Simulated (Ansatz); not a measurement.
TiH2:

```
Ti H
1.0
    -1.59650    1.59650    2.13350
     1.59650   -1.59650    2.13350
     1.59650    1.59650   -2.13350
Ti H
1 2
Direct
  0.00000 0.00000 0.00000
  0.25000 0.75000 0.50000
  0.75000 0.25000 0.50000
```

Base run:

| Property | Result |
| --- | --- |
| Program | Ansatz 0.2.0 |
| Functional | r2SCAN |
| Potentials or basis | Ansatz PAW |
| Cutoff | 500 eV (not typed: the program's choice for these potentials) |
| k mesh | 12 × 12 × 12 |
| Occupations | fermi-dirac, width 0.05 eV |
| Spin | no spin polarisation |
| Hubbard terms | Ti d U = 2 eV |

Its results: band gap on the k mesh none (metal or under the smearing width); pressure -0.3 GPa.

Q: The run is repeated on the same cell with these changes: hubbard terms from Ti d U = 2 eV to Ti d U = 3 eV. What comes out?

A: Band gap on the k mesh none (metal or under the smearing width); pressure 2.2 GPa.

Caveats: U without spin polarisation on a metal has little footing; the PAW data sets come from PBE, with cores solved anew for the run's functional, which leaves a small shift of forces and pressure; the U is typed as a test and isn't derived for this compound; the density of states is complete only up to the lowest level of the last band computed.
